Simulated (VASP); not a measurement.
# GaAs (F-43m): a series in uniaxial stress along [111]

How do the elastic response and the band edges of GaAs follow uniaxial stress along [111]?

Calculated with VASP 6.6.1; LDA; plane waves and PAW (Ga_d, As), in the first sound run; inputs show where later runs differ.

Report form: the programs' logs are mostly left out.

## Step 1: Set-up

The structure is cubic, space group F-43m (No. 216). Conventional cell: a = 5.653 Å, b = 5.653 Å, c = 5.653 Å, α = 90.00°, β = 90.00°, γ = 90.00°. Nearest to Ga lie 4 As at 2.45 Å. As has 4 Ga at 2.45 Å nearest. Farther neighbours are not listed.

Coordinates:

```xyz
2
Lattice="0.0000 2.8265 2.8265 2.8265 0.0000 2.8265 2.8265 2.8265 0.0000" Properties=species:S:1:pos:R:3 pbc="T T T"
Ga    0.0000    0.0000    0.0000
As    1.4132    1.4132    1.4132
```

## Step 2: Relax the crystal, LDA

The series starts from the cell that this level prefers, so that zero strain is near zero stress.

This step took 2 runs in a row; the last is shown.

Level: LDA; plane waves and PAW (Ga_d, As).

INCAR

```
SYSTEM = GaAs
PREC = Accurate
ENCUT = 450
EDIFF = 1E-07
NELM = 120
ISMEAR = 0
SIGMA = 0.02
LREAL = .FALSE.
ALGO = Normal
GGA = CA
NBANDS = 15
LASPH = .TRUE.
LORBIT = 11
LWAVE = .FALSE.
LCHARG = .FALSE.
KPAR = 16
IBRION = 2
NSW = 40
ISIF = 3
EDIFFG = -0.005
POTIM = 0.4
```

POSCAR

```
GaAs
1.0
    0.0000000000      2.8045101865      2.8045101865
    2.8045101865      0.0000000000      2.8045101865
    2.8045101865      2.8045101865      0.0000000000
Ga As
1 1
Direct
    0.0000000000      0.0000000000      0.0000000000
    0.2500000000      0.2500000000      0.2500000000
```

KPOINTS

```
Automatic mesh
0
Gamma
9 9 9
0 0 0
```

PAW data sets: Ga_d and As (LDA family, release 64).

Started as:

```
$ mpirun -np 16 vasp_std
```

The job ended after 3.4 s (16 MPI ranks of Intel Xeon 6975P-C (Granite Rapids), shared host; peak memory 2.4 GiB; 40 s of CPU time).

This run gave:

* energy(sigma→0) of the program: -9.6394 eV
* stress, compression positive: -0.01 along [111], -0.01 across it (mean), GPa
* volume: 44.117 Å³
* ionic steps: 1

## Step 3: Strain across the axis, LDA

One member in full: the axis is strained by -1 %, and the two directions across it are strained alike until their mean stress is under 0.012 GPa or five steps are spent.

This step took 3 runs, each at a new trial strain with the atoms of the one before; the last is shown.

Level: LDA; plane waves and PAW (Ga_d, As); cell typed or built by script.

Edit INCAR of step 2 so:

```diff
@@ -15,7 +15,7 @@
 LCHARG = .FALSE.
-KPAR = 16
-IBRION = 2
-NSW = 40
-ISIF = 3
-EDIFFG = -0.005
-POTIM = 0.4
+KPAR = 4
+IBRION = 1
+NSW = 25
+ISIF = 2
+EDIFFG = -0.004
+POTIM = 0.3
```

POSCAR

```
GaAs
1.0
   -0.0222504110      2.7875902900      2.7875902900
    2.7875902900     -0.0222504110      2.7875902900
    2.7875902900      2.7875902900     -0.0222504110
Ga As
1 1
Direct
    0.9994243150      0.9994243150      0.9994243150
    0.2505756850      0.2505756850      0.2505756850
```

KPOINTS is that of step 2.

Started as:

```
$ mpirun -np 4 vasp_std
```

Elapsed: 11 s, on 4 MPI ranks; peak memory 0.65 GiB; 38 s of CPU time.

Read from the output:

| Property | Result |
| --- | --- |
| energy(sigma→0) of the program | -9.6373 eV |
| stress, compression positive | 1.40 along [111], 0.00 across it (mean), GPa |
| ionic steps | 1 |

## Step 4: Band edges, HSE06

Short lines in KPOINTS_OPT sample the zone centre along and across the axis, for masses, and the other valleys.

Level: HSE06; plane waves and PAW (Ga_d, As); cell typed or built by script.

INCAR

```
SYSTEM = GaAs
PREC = Accurate
ENCUT = 450
EDIFF = 1E-06
NELM = 100
ISMEAR = 0
SIGMA = 0.02
LREAL = .FALSE.
ALGO = Normal
LHFCALC = .TRUE.
AEXX = 0.25
GGA = PE
HFSCREEN = 0.2
LASPH = .TRUE.
NBANDS = 14
PRECFOCK = Fast
LWAVE = .FALSE.
LCHARG = .FALSE.
KPAR = 4
```

POSCAR is that of step 3.

KPOINTS

```
Automatic mesh
0
Gamma
5 5 5
0 0 0
```

KPOINTS_OPT

```
Line mode
6
Line-mode
Reciprocal
  0.00000000   0.00000000   0.00000000
  0.02551242   0.02551242   0.02551242

  0.00000000   0.00000000   0.00000000
 -0.01581091   0.01581091  -0.00000000

  0.31000000   0.31000000   0.00000000
  0.50000000   0.50000000   0.00000000

  0.00000000   0.31000000   0.31000000
  0.00000000   0.50000000   0.50000000

  0.45000000   0.45000000   0.45000000
  0.50000000   0.50000000   0.50000000

  0.45000000   0.00000000   0.00000000
  0.50000000   0.00000000   0.00000000

  0.42500000   0.42500000   0.00000000
  0.42482294   0.44718294   0.02218294

  0.50000000   0.50000000   0.50000000
  0.48418909   0.51581091   0.50000000
```

Started as:

```
$ mpirun -np 4 vasp_std
```

Elapsed: 4.7 min, on 4 MPI ranks; peak memory 1.1 GiB; 18 min of CPU time.

Read from the output:

| Item | Value |
| --- | --- |
| energy(sigma→0) of the program | -9.8348 eV |

## Step 5: All members

Hybrid runs start from orbitals of a short LDA run, not shown.

Runs beyond LDA use the data sets made with LDA; this shifts their levels slightly, and their total energies have another zero.

The other members went through these steps as far as the tables show, with the same cutoff and, step by step, the same mesh; 36 runs are not shown. The session took 2.8 core hours (wall time by ranks) on a shared machine.

```
strain along the axis (%)  strain across the axis (%)  stress along the axis, tension positive (GPa)  energy above the unstrained row (meV/atom)  gap on the mesh, LDA (eV)
                   -2.000                       0.396                                         -2.825                                       4.021                      0.469
                   -1.500                       0.291                                         -2.111                                       2.273                      0.482
                   -1.000                       0.190                                         -1.404                                       1.038                      0.494
                   -0.500                       0.090                                         -0.701                                       0.278                      0.504
                        0                       0.000                                          0.007                                       0.000                      0.512
                    0.500                      -0.098                                          0.696                                       0.211                      0.472
                    1.000                      -0.193                                          1.375                                       0.885                      0.430
                    1.500                      -0.281                                          2.049                                       2.016                      0.386
                    2.000                      -0.360                                          2.714                                       3.610                      0.339
```

Slopes at zero strain, from cubics through all rows: strain ratio -0.192, stress over strain 139 GPa.

Band edges at HSE06, counted from the valence-band top at Γ, with one row partly withheld:

```
strain along the axis (%)  gap (eV)  conduction band at Γ (eV)  Δ or X valley along z (eV)  Δ or X valley along x (eV)  lowest conduction level at L, [111] (eV)  lowest conduction level at L, [-111] (eV)  second valence level below the top (eV)  third valence level below the top (eV)
                   -2.000     1.521                      1.588                       1.839                       1.839                                     1.521                                      1.862                                    0.200                                   0.200
                   -1.500     1.606                      1.606                       1.895                       1.895                                     1.610                                      1.864                                    0.149                                   0.149
                   -1.000     1.621                      1.621                       1.942                       1.942                                     1.699                                      1.867                                    0.099                                   0.099
                   -0.500     1.631                      1.631                       1.986                       1.986                                     1.785                                      1.868                                    0.049                                   0.049
                        0     1.638                      1.638                       2.026                       2.026                                     1.869                                      1.869                                    0.000                                   0.000
                    0.500     1.593                      1.593                       2.013                       2.013                                         ?                                      1.821                                    0.000                                   0.050
                    1.000     1.546                      1.546                       1.995                       1.995                                     1.940                                      1.773                                    0.000                                   0.100
                    1.500     1.495                      1.495                       1.978                       1.978                                     1.973                                      1.725                                    0.000                                   0.149
                    2.000     1.440                      1.440                       1.953                       1.953                                     2.005                                      1.677                                    0.000                                   0.197
```

Conduction masses, in electron masses:

```csv
strain along the axis (%),"conduction mass at Γ, along the strain axis or the normal of the plane","conduction mass at Γ, across the strain axis or in the plane","L [111] mass, longitudinal","L [111] mass, transverse along [1-10]"
-2.000,0.084,0.072,1.555,0.111
-1.500,0.081,0.072,1.576,0.111
-1.000,0.078,0.072,1.583,0.112
-0.500,0.075,0.072,1.610,0.112
0,0.072,0.072,1.631,0.112
0.500,0.069,0.072,1.633,0.113
1.000,0.066,0.072,1.659,0.113
1.500,0.064,0.071,1.663,0.113
2.000,0.061,0.071,1.679,0.113
```

## Step 6: Working out the slope

The quantity to fit is the splitting of the lowest conduction levels at the L points ([111] less [-111]) at HSE06: -0.340, -0.254, -0.168, -0.083, 0.000, 0.166, 0.248, 0.328 eV in the rows shown.

A least-squares parabola through the 8 rows shown, with d the strain along the axis less the strain across it, in %: E = − 6.93e-4 d² + 0.1405 d + 9.49e-6 (eV), r.m.s. residual 9.8e-5 eV.

For the withheld row, d = 0.5983, the fit gives 0.0838 eV.

## Step 7: Checking the prediction

The calculation gives 0.0836 eV, so the prediction is 0.0002 eV too high.

The splitting is Ξu times 8/9 of d, with d as a fraction, so the linear term gives Ξu = 15.8 eV.

## Step 8: Summary of results

```yaml
poisson_ratio: 0.192
young_s_modulus_along_the_axis: 139 GPa
gap_of_the_unstrained_cell_hse06: 1.64 eV
shear_deformation_potential_u_of_the_lowest_conduction_levels_at_l: 15.8 eV
error_of_the_predicted_row: 0.2 meV
```

In words: As a check, the curvature of the energy gives 138 GPa for the same modulus (energy per volume = E/2 × strain²), 1 % from the slope of the stress. At HSE06 the lowest conduction valley is in turn L, Γ from the first row to the last, and the gap runs between 1.44 and 1.64 eV. Hole masses are left out throughout, since the top bands are degenerate or cross in many series; of conduction masses, those of the Γ, L and (for Si and Ge under (001) strain) Δ valleys are kept where they change by under an eighth between rows. A measured gap of unstrained GaAs is 1.42 eV (arxiv:0805.2212, direct gap E0 at Gamma from PR, 300 K); the static gaps here belong to the lattice relaxed at LDA. HSE06 ran on a coarser mesh than the semilocal levels. Spin-orbit coupling is left out at HSE06, so the valence splittings there lack it. Δ or X levels are the lowest on their line, refined by a parabola unless they lie at X; the gap is read from all points sampled and can differ from the lowest valley by some meV, or by tens of meV where strain moves the valence top off Γ. Temperature, zero-point motion and excitons are left out.

[Lines on the potential files, build, host, timing and source positions are cut from VASP's logs without a mark.]

[Logs are printed without paths, hosts, clocks, repeated set-up lines and the standing remarks that a program may print on its own settings, such as how far it seeks lower states.]

[Hosts, paths, dates, database ids (printed as entryN), source tags and the programs' standing remarks are cut or masked in the printed files.]

[In band tables of VASP the shares of atoms and orbitals are scaled to a sum of 1 inside the atoms' spheres.]
